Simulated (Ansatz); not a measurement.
# InP (Fm-3m) in Ansatz: convergence with smearing width

Aim: find how far smearing width must go before the results for InP settle, at PBEsol. This setting moves, with any that are tied to it; all else stays.

Program: Ansatz 0.2.0. These are calculated values, not measurements. Logs are shortened: lines on timing, memory, paths and dates and some standing lists are left out, and cuts for length are marked.

## (1) The structure

Symmetry: Fm-3m, No. 225, cubic system. The conventional cell has a = 5.538 Å, b = 5.538 Å, c = 5.538 Å, α = 90.00°, β = 90.00°, γ = 90.00°. In (site symmetry m-3m) has 6 P at 2.77 Å as nearest neighbours. Around P (site symmetry m-3m) lie 6 In at 2.77 Å.

Measurements of this composition are mostly on another form, of space group No. 216.

## (2) With smearing width 0.3 eV

File input.yaml:

```yaml
crystal:
  lattice:
    - [0.0, 2.768834, 2.768834]
    - [2.768834, 0.0, 2.768834]
    - [2.768834, 2.768834, 0.0]
  atoms:
    - { symbol: In, position: [0.0, 0.0, 0.0] }
    - { symbol: P, position: [0.5, 0.5, 0.5] }
hamiltonian:
  xc: pbesol
  pseudopotentials: { kind: paw_fr }
magnetization:
  noncollinear: true
  spin_orbit: true
kpoints:
  mp_grid: { grid: [7, 7, 7] }
scf:
  occupations: { method: cold, width: 0.3 }
output:
  forces: true
  stress: true
  eigenvalues: true
```

Potentials or basis: Ansatz PAW.

The run is started by

```sh
$ ansatz run input.yaml --threads 2 --pin off --max-ram 5632MiB --backend cpu --events-out ev --progress --plain --runs-dir out
```

It took 1.9 s on 2 threads of Arm Neoverse V2, shared host; peak memory 0.42 GiB.

What came out:

* Free energy: -6267.3707 eV
* Pressure: -3.4 GPa
* Band gap on the k mesh: none (metal or under the smearing width)

## (3) With smearing width 0.2 eV

Changes to input.yaml since step 2:

```diff
@@ -17,3 +17,3 @@
 scf:
-  occupations: { method: cold, width: 0.3 }
+  occupations: { method: cold, width: 0.2 }
 output:
```

Potentials or basis: Ansatz PAW.

The run is started by

```sh
$ ansatz run input.yaml --threads 2 --pin off --max-ram 5632MiB --backend cpu --events-out ev --progress --plain --runs-dir out
```

It took 1.8 s on 2 threads of Arm Neoverse V2, shared host; peak memory 0.41 GiB.

What came out:

| Item | Value |
| --- | --- |
| Free energy | -6267.3728 eV |
| Pressure | -3.4 GPa |
| Band gap on the k mesh | none (metal or under the smearing width) |

## (4) With smearing width 0.15 eV

Changes to input.yaml since step 3:

```diff
@@ -17,3 +17,3 @@
 scf:
-  occupations: { method: cold, width: 0.2 }
+  occupations: { method: cold, width: 0.15 }
 output:
```

The run is started by

```sh
$ ansatz run input.yaml --threads 2 --pin off --max-ram 5632MiB --backend cpu --events-out ev --progress --plain --runs-dir out
```

It took 1.8 s on 2 threads of Arm Neoverse V2, shared host; peak memory 0.41 GiB.

Results:

| Property | Result |
| --- | --- |
| Free energy | -6267.3734 eV |
| Pressure | -3.4 GPa |
| Band gap on the k mesh | none (metal or under the smearing width) |

## (5) With smearing width 0.1 eV

Changes to input.yaml since step 4:

```diff
@@ -17,3 +17,3 @@
 scf:
-  occupations: { method: cold, width: 0.15 }
+  occupations: { method: cold, width: 0.1 }
 output:
```

The run is started by

```sh
$ ansatz run input.yaml --threads 2 --pin off --max-ram 5632MiB --backend cpu --events-out ev --progress --plain --runs-dir out
```

Run time: 1.9 s. Hardware: 2 threads of Arm Neoverse V2, shared host; peak memory 0.42 GiB.

What came out:

```
Free energy            : -6267.3728 eV
Pressure               : -3.4 GPa
Band gap on the k mesh : none (metal or under the smearing width)
```

## (6) With smearing width 0.05 eV

Changes to input.yaml since step 5:

```diff
@@ -17,3 +17,3 @@
 scf:
-  occupations: { method: cold, width: 0.1 }
+  occupations: { method: cold, width: 0.05 }
 output:
```

Potentials or basis: Ansatz PAW.

The run is started by

```sh
$ ansatz run input.yaml --threads 2 --pin off --max-ram 5632MiB --backend cpu --events-out ev --progress --plain --runs-dir out
```

Wall time 1.9 s (2 threads of Arm Neoverse V2, shared host); peak memory 0.41 GiB.

Results (log left out):

```
Free energy            : -6267.3718 eV
Pressure               : -3.4 GPa
Band gap on the k mesh : none (metal or under the smearing width)
```

## (7) With smearing width 0.025 eV

Changes to input.yaml since step 6:

```diff
@@ -17,3 +17,3 @@
 scf:
-  occupations: { method: cold, width: 0.05 }
+  occupations: { method: cold, width: 0.025 }
 output:
```

The run is started by

```sh
$ ansatz run input.yaml --threads 2 --pin off --max-ram 5632MiB --backend cpu --events-out ev --progress --plain --runs-dir out
```

Run time: 1.9 s. Hardware: 2 threads of Arm Neoverse V2, shared host; peak memory 0.41 GiB.

It converged, with:

* Free energy: -6267.3714 eV
* Pressure: -3.4 GPa
* Band gap on the k mesh: none (metal or under the smearing width)

## (8) With smearing width 0.01 eV

Changes to input.yaml since step 7:

```diff
@@ -17,3 +17,3 @@
 scf:
-  occupations: { method: cold, width: 0.025 }
+  occupations: { method: cold, width: 0.01 }
 output:
```

The run is started by

```sh
$ ansatz run input.yaml --threads 2 --pin off --max-ram 5632MiB --backend cpu --events-out ev --progress --plain --runs-dir out
```

It took 1.9 s on 2 threads of Arm Neoverse V2, shared host; peak memory 0.41 GiB.

Results (log left out):

| Item | Value |
| --- | --- |
| Free energy | -6267.3713 eV |
| Pressure | -3.4 GPa |
| Band gap on the k mesh | none (metal or under the smearing width) |

## (9) With smearing width 0.005 eV

Changes to input.yaml since step 8:

```diff
@@ -17,3 +17,3 @@
 scf:
-  occupations: { method: cold, width: 0.01 }
+  occupations: { method: cold, width: 0.005 }
 output:
```

Potentials or basis: Ansatz PAW.

The run is started by

```sh
$ ansatz run input.yaml --threads 2 --pin off --max-ram 5632MiB --backend cpu --events-out ev --progress --plain --runs-dir out
```

Output:

```text
Warning: RAYON_NUM_THREADS=2 ignored (pool sized by the plan → 2); use --threads N
Engine: ansatz 0.2.0, aarch64-unknown-linux-gnu
Pseudopotentials: kind: paw_fr
Pseudopotential: In, paw_fr, valence charge 13, recommended cutoff 420 eV (normal), In.paw.azcp#standard-fr
Pseudopotential: P, paw_fr, valence charge 5, recommended cutoff 420 eV (normal), P.paw.azcp#standard-fr
Functional definition: PBEsol
  exchange = pbesol_x
  correlation = pbesol_c
non-collinear run that drives no moment, with spin-orbit: no starting moment large enough to seed its density (crystal.atoms[].spin), no starting occupations that ask for one, no magnetisation constraint and no magnetic field, so the semilocal B_xc is pinned to zero
Crystal: 2 atoms, lattice volume = 42.454 Å³
Basis set: ecut = 420 eV, 869 PW (Γ), exchange–correlation on 54×54×54 points (8 copies of the dense FFT grid, shifted against one another)
Bands: 26, of which v1, the nominal top of the filled ones, is band 18 counted from 1 (17 counted from 0)
Symmetry: 48 space group operations + 48 with time reversal
Magnetic group: BNS 225.117 (UNI 1619), of the structure as read, at distance tolerance 3.5e-5 Å
k-points: 20 of 343
Projection manifold: j_resolved (fully-relativistic pseudo-atomic orbitals)
Non-local potential: In, projectors of the file, l = 0: 2, l = 1: 4, l = 2: 4, l = 3: 4
Non-local potential: P, projectors of the file, l = 0: 2, l = 1: 4, l = 2: 4
PAW form: soft (Blöchl's): semilocal exchange-correlation on the pseudo side does not see the compensation charge
PAW frozen core: In, regenerated for the run's functional, and the local potential with it (the file was generated under x = pbe(κ = 0.804, μ = 0.2195149727645171), c = pbe(β = 0.06672455060314922))
PAW frozen core: P, regenerated for the run's functional, and the local potential with it (the file was generated under x = pbe(κ = 0.804, μ = 0.2195149727645171), c = pbe(β = 0.06672455060314922))
PAW one-centre angular grid: In, 590 points (default); XC on 64 Gauss nodes
PAW one-centre angular grid: P, 110 points (default); XC on 64 Gauss nodes
Initial density: superposition of atomic densities (chi_scale 0.1, normalization cell, long waves kept (reshape's long-wave potential 0.00 eV rms))
Initial wavefunctions: pseudopotential atomic-orbital guess
Functional: x = pbesol(κ = 0.804, μ = 0.12345679012345678), c = pbesol(β = 0.046)
SCF iter   1: F=—  HF=-6267.472552 eV  |F-HF|=—  |Δ(HF+E_count)|=         —  Δρ=2.39e-2  dr2=3.35e-1  dr2_m=0.00e0 (ungated)  ethr=3.10e-3  |M|=0.00e0 ∫|m|=0.00e0 μB  |m|>n=0.0e0 m-floor=0.0e0 τ_xc=0.0e0  β_m=0.30  ⟨swp⟩=9.7  Hψ=1745  notcnv=0
preconditioner: auto → none  [insulator: Δε(μ)=0.022 eV  Ē_g=14.262 eV  σ=0.005 eV  W_gap=0.75  n_scr=14 (ndim 8)  ℏωp=24.2 eV  f_vac=0.000  D(μ)=4.99/eV (n_scr^D=64)  ε∞_Penn≈3.9]
SCF iter   2: F=—  HF=-6267.380600 eV  |F-HF|=—  |Δ(HF+E_count)|=   9.20e-2  S|Δr|=    0.00e0  Δρ=1.50e-2  dr2=7.07e-2  dr2_m=0.00e0 (ungated)  ethr=1.86e-3  |M|=0.00e0 ∫|m|=0.00e0 μB  |m|>n=0.0e0 m-floor=0.0e0 τ_xc=0.0e0  β_m=0.42  ⟨swp⟩=2.2  Hψ=411  notcnv=0  defer=54
SCF iter   3: F=—  HF=-6267.371232 eV  |F-HF|=—  |Δ(HF+E_count)|=   9.37e-3  S|Δr|=    0.00e0  Δρ=6.28e-3  dr2=8.46e-3  dr2_m=0.00e0 (ungated)  ethr=3.93e-4  |M|=0.00e0 ∫|m|=0.00e0 μB  |m|>n=0.0e0 m-floor=0.0e0 τ_xc=0.0e0  β_m=0.61  ⟨swp⟩=3.2  Hψ=385  notcnv=0  defer=54
SCF iter   4: F=—  HF=-6267.371448 eV  |F-HF|=—  |Δ(HF+E_count)|=   2.15e-4  S|Δr|=    0.00e0  Δρ=8.15e-4  dr2=5.23e-4  dr2_m=0.00e0 (ungated)  ethr=4.70e-5  |M|=0.00e0 ∫|m|=0.00e0 μB  |m|>n=0.0e0 m-floor=0.0e0 τ_xc=0.0e0  β_m=0.59  ⟨swp⟩=3.2  Hψ=436  notcnv=0  defer=54
SCF iter   5: F=—  HF=-6267.371264 eV  |F-HF|=—  |Δ(HF+E_count)|=   1.84e-4  S|Δr|=    0.00e0  Δρ=2.20e-4  dr2=4.05e-5  dr2_m=0.00e0 (ungated)  ethr=2.90e-6  |M|=0.00e0 ∫|m|=0.00e0 μB  |m|>n=0.0e0 m-floor=0.0e0 τ_xc=0.0e0  β_m=0.80  ⟨swp⟩=3.0  Hψ=549  notcnv=0  defer=54
SCF iter   6: F=—  HF=-6267.371278 eV  |F-HF|=—  |Δ(HF+E_count)|=   1.43e-5  S|Δr|=    0.00e0  Δρ=2.86e-4  dr2=7.20e-5  dr2_m=0.00e0 (ungated)  ethr=2.25e-7  |M|=0.00e0 ∫|m|=0.00e0 μB  |m|>n=0.0e0 m-floor=0.0e0 τ_xc=0.0e0  β_m=0.80  ⟨swp⟩=3.4  Hψ=520  notcnv=0  defer=54
SCF iter   7: F=—  HF=-6267.371264 eV  |F-HF|=—  |Δ(HF+E_count)|=   1.48e-5  S|Δr|=    0.00e0  Δρ=1.28e-4  dr2=1.42e-5  dr2_m=0.00e0 (ungated)  ethr=2.25e-7  |M|=0.00e0 ∫|m|=0.00e0 μB  |m|>n=0.0e0 m-floor=0.0e0 τ_xc=0.0e0  β_m=0.90  ⟨swp⟩=1.9  Hψ=273  notcnv=0  defer=54
SCF iter   8: F=-6267.371261 eV  HF=-6267.371261 eV  |F-HF|=2.84e-8  |Δ(HF+E_count)|=   3.00e-6  S|Δr|=    0.00e0  Δρ=7.68e-6  dr2=3.95e-8  dr2_m=0.00e0 (ungated)  ethr=5.56e-10  |M|=0.00e0 ∫|m|=0.00e0 μB  |m|>n=0.0e0 m-floor=0.0e0 τ_xc=0.0e0  ⟨swp⟩=11.1  Hψ=1525  notcnv=0
SCF 1 converged in 8 iterations: F = -6267.371261 eV  dr2 = 3.95e-8
SCF converged after 8 iterations
Stability not checked: this state was not tested for a lower state beside it, because cold or Methfessel-Paxton smearing, or corrected tetrahedra, fill the levels in a way that the test cannot read (fill_not_monotonic; see scf.lower_state_search)
Magnetization: |M| = 0.0000 μB,  M = (+0.0000, +0.0000, +0.0000) μB
Absolute magnetization: 0.0000 μB (∫|m|)
  site 0: m = (+0.0000, +0.0000, +0.0000) μB, |m| = 0.0000 μB  (R = 1.14 Å)
  site 1: m = (+0.0000, +0.0000, +0.0000) μB, |m| = 0.0000 μB  (R = 1.14 Å)
Free energy (F): -6267.371261 eV
Harris-Foulkes:  -6267.371261 eV  (|F-HF|=2.84e-8)
Internal energy: -6267.371214 eV  (E = F + TS)
E sigma→0 (E₀):  -6267.371245 eV
Entropy (-TS):   -0.000046 eV (-0.023 meV/atom)
Fermi energy:    9.196175 eV
--- Per-component energies (eV) ---
  E_band       = -14.917129
  E_kinetic    = 311.750561
  E_local      = -1195.604826  (includes V_loc(G=0)·N_el)
  E_nonlocal   = 402.814668
  E_hartree    = 468.490629
  E_xc         = -273.842365
  E_vxc        = -159.757631  (∫ρ·V_xc dr)
  E_paw        = -4640.638964  (= ΣΔE_a)
  E_vpaw       = -311.099073  (= ΣTr[D̂ρ^β])
  E_aug_tail   = 0.000029  (compensation charges beyond the density's cutoff)
  E_ewald      = -1340.626153
  E_core_change = 0.285208  (= ΣΔE_core)
  E_smearing   = -0.000046  (= −TS)
  E_closure    = -0.000000  (closes the sum)
  Σ components = -6267.371261   (vs F -6267.371261, Δ=0.00e0)
--- Forces (eV/Å), atoms counted from 1 ---
  atom   1  In     0.00000000    -0.00000000     0.00000000
  atom   2  P     -0.00000000    -0.00000000     0.00000000
  max |Σ_I F_I| component: 2.83e-29 eV/Å
--- Stress (GPa, compression-positive) ---
       -3.408334      -0.000000      -0.000000
        0.000000      -3.408334       0.000000
       -0.000000       0.000000      -3.408334
  P = ⅓ Tr σ = -3.4083 GPa (-34.083 kbar)
--- Band table (eV; the first three rows and the last of 20) ---
  k-point 0: bands = ["-5.5469", "-5.5469", "-5.5469", "-5.5469", "-4.7006", "-4.7006", "-4.7006", "-4.7006", "-4.6868", "-4.6868", "-2.9583", "-2.9583", "8.6796", "8.6796", "8.8438", "8.8438", "8.8438", "8.8438", "9.5426", "9.5426", "16.0898", "16.0898", "16.0898", "16.0898", "16.1422", "16.1422"]
  k-point 1: bands = ["-5.5495", "-5.5495", "-5.5421", "-5.5421", "-4.7112", "-4.7112", "-4.6936", "-4.6936", "-4.6789", "-4.6789", "-2.7043", "-2.7043", "6.7747", "6.7747", "8.7845", "8.7845", "8.8811", "8.8811", "11.1361", "11.1361", "14.9299", "14.9299", "15.2923", "15.2923", "15.5198", "15.5198"]
  k-point 2: bands = ["-5.5566", "-5.5566", "-5.5332", "-5.5332", "-4.7357", "-4.7357", "-4.6762", "-4.6762", "-4.6609", "-4.6609", "-1.9820", "-1.9820", "4.4728", "4.4728", "8.9506", "8.9506", "9.0149", "9.0149", "11.7592", "11.7592", "13.4963", "13.4963", "13.7991", "13.7991", "14.3850", "14.3850"]
  k-point 19: bands = ["-5.6076", "-5.6076", "-5.5346", "-5.5346", "-4.7917", "-4.7917", "-4.6958", "-4.6958", "-4.6218", "-4.6218", "0.1885", "0.1885", "3.9177", "3.9177", "4.9807", "4.9807", "6.2316", "6.2316", "10.9120", "10.9120", "13.8489", "13.8489", "15.4776", "15.4776", "16.3536", "16.3536"]
```

Run time: 2 s. Hardware: 2 threads of Arm Neoverse V2, shared host; peak memory 0.41 GiB.

Results:

- Free energy: -6267.3713 eV
- Pressure: -3.4 GPa
- Band gap on the k mesh: none (metal or under the smearing width)

## (10) Result

| smearing width | energy less the tightest run, at zero smearing (meV/atom) | SCF cycles | CPU time (s) | peak memory (GiB) |
| --- | --- | --- | --- | --- |
| 0.3 eV | -0.33 | 8 | 3.5 | 0.42 |
| 0.2 eV | -1.58 | 7 | 3.4 | 0.41 |
| 0.15 eV | -1.01 | 7 | 3.4 | 0.41 |
| 0.1 eV | -0.46 | 8 | 3.6 | 0.42 |
| 0.05 eV | -0.11 | 8 | 3.6 | 0.41 |
| 0.025 eV | -0.02 | 7 | 3.5 | 0.41 |
| 0.01 eV | -0.02 | 7 | 3.5 | 0.41 |
| 0.005 eV | 0.00 | 8 | 3.8 | 0.41 |

Against the tightest run, the energy stays within 1 meV/atom from 0.1 eV on. Narrower smearing needs a denser k mesh, so at a fixed mesh the narrowest width isn't the most accurate. The tightest run that finished is the yardstick and may itself not be fully converged.

Caveats: the PAW data sets come from PBE, with cores solved anew for the run's functional, which leaves a small shift of forces and pressure.
